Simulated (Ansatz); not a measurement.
input.yaml (Ansatz)

```yaml
crystal:
  lattice:
    - [2.0783995336, 1.1999645302, 1.9747385792]
    - [-2.0783995336, 1.1999645302, 1.9747385792]
    - [0.0, -2.3999290604, 1.9747385791]
  atoms:
    - { symbol: Hg, position: [0.0, 1.0, 0.0] }
hamiltonian:
  xc: pbe
  pseudopotentials:
    kind: paw
    azcp:
      Hg: "pseudopotentials/Hg.paw.azcp"
basis:
  ecutwfc: 250
  fft_grid_basis: typed
kpoints:
  mp_grid: { grid: [10, 10, 10], shift: [0, 0, 0] }
magnetization:
  spin_polarized: false
scf:
  occupations: { method: fermi_dirac, width: 0.1 }
  lower_state_search: "off"
output:
  stress: true
```

and its output:

```
Warning: basis.ecutwfc = 250 eV is below the records' recommended 420 eV, and the density's cutoff is lower with it unless basis.ecutrho_ratio is high enough to keep the records' density cutoff: compare with a run at a higher cutoff
Engine: ansatz 0.2.0, x86_64-unknown-linux-gnu
Pseudopotentials: kind: paw
Pseudopotential: Hg, paw, valence charge 20, recommended cutoff 420 eV (normal) 
Functional definition: PBE
  parameter kappa = 0.804
  parameter beta = 0.06672455060314922
  exchange = pbe_x(kappa = kappa, mu = beta*pi^2/3)
  correlation = pbe_c(beta = beta)
Crystal: 1 atoms, lattice volume = 29.550 Å³
Basis set: ecut = 250 eV, 257 PW (Γ)
Bands: 14, of which v1, the nominal top of the filled ones, is band 10 counted from 1 (9 counted from 0)
Symmetry: 12 space group operations
Space group: R-3m (ITA 166), of the structure as read, at distance tolerance 3.1e-5 Å
k-points: 116 of 1000
Non-local potential: Hg, projectors of the file, l = 0: 3, l = 1: 2, l = 2: 2, l = 3: 1
PAW form: soft (Blöchl's): semilocal exchange-correlation on the pseudo side does not see the compensation charge
PAW one-centre angular grid: Hg, 590 points (default); XC on 64 Gauss nodes
Initial density: superposition of atomic densities (neutral atoms: chi_scale 0, normalization atom), corrected by the library's trained network
Initial wavefunctions: pseudopotential atomic-orbital guess
Functional: x = pbe(κ = 0.804, μ = 0.2195149727645171), c = pbe(β = 0.06672455060314922)
SCF iter   1: F=—  HF=-13812.136247 eV  |F-HF|=—  |Δ(HF+E_count)|=         —  Δρ=2.99e-2  dr2=1.12e-1  ethr=1.77e-3  ⟨swp⟩=5.2  Hψ=8087  notcnv=0
SCF iter   2: F=—  HF=-13812.094943 eV  |F-HF|=—  |Δ(HF+E_count)|=   4.13e-2  Δρ=9.72e-3  dr2=1.35e-2  ethr=5.60e-4  ⟨swp⟩=2.3  Hψ=3827  notcnv=0
SCF iter   3: F=—  HF=-13812.093123 eV  |F-HF|=—  |Δ(HF+E_count)|=   1.82e-3  Δρ=4.73e-3  dr2=1.63e-3  ethr=6.74e-5  ⟨swp⟩=2.1  Hψ=2270  notcnv=0
SCF iter   4: F=—  HF=-13812.093426 eV  |F-HF|=—  |Δ(HF+E_count)|=   3.04e-4  Δρ=8.64e-4  dr2=4.66e-5  ethr=8.14e-6  ⟨swp⟩=2.8  Hψ=2742  notcnv=0
SCF iter   5: F=—  HF=-13812.093490 eV  |F-HF|=—  |Δ(HF+E_count)|=   6.36e-5  Δρ=7.29e-5  dr2=3.54e-7  ethr=2.33e-7  ⟨swp⟩=2.0  Hψ=2327  notcnv=0
SCF iter   6: F=-13812.093490 eV  HF=-13812.093490 eV  |F-HF|=7.75e-10  |Δ(HF+E_count)|=   4.11e-7  Δρ=3.29e-6  dr2=7.15e-10  ethr=5.00e-10  ⟨swp⟩=3.9  Hψ=4671  notcnv=0
SCF 1 converged in 6 iterations: F = -13812.093490 eV  dr2 = 7.15e-10
SCF converged after 6 iterations
Free energy (F): -13812.093490 eV
Harris-Foulkes:  -13812.093490 eV  (|F-HF|=7.75e-10)
Internal energy: -13812.086319 eV  (E = F + TS)
E sigma→0 (E₀):  -13812.089905 eV
Entropy (-TS):   -0.007171 eV (-7.171 meV/atom)
Fermi energy:    11.030954 eV
--- Per-component energies (eV) ---
  E_band       = -464.989438
  E_kinetic    = 612.762255
  E_local      = -2917.669945  (includes V_loc(G=0)·N_el)
  E_nonlocal   = 63.712927
  E_hartree    = 1240.466037
  E_xc         = -222.246607
  E_vxc        = -264.570445  (∫ρ·V_xc dr)
  E_paw        = -9941.521132  (= ΣΔE_a)
  E_vpaw       = -440.160763  (= ΣTr[D̂ρ^β])
  E_aug_tail   = 0.004158  (compensation charges beyond the density's cutoff)
  E_ewald      = -2647.594013
  E_smearing   = -0.007171  (= −TS)
  E_closure    = -0.000000  (closes the sum)
  Σ components = -13812.093490   (vs F -13812.093490, Δ=0.00e0)
--- Stress (GPa, compression-positive) ---
       -0.580798       0.000000       0.000000
        0.000000      -0.580798      -0.000000
       -0.000000      -0.000000      -0.390900
  P = ⅓ Tr σ = -0.5175 GPa (-5.175 kbar)
```

Command:

```sh
ansatz run input.yaml --threads 1 --pin off --max-ram 3584MiB --backend cpu --events-out ev --progress --plain --runs-dir out
```

On 1 thread of Intel(R) Xeon(R) Platinum 8259CL CPU @ 2.50GHz (Skylake/Cascade Lake) (shared host) this took about 1.4 s of wall time and 1.4 s of CPU time.
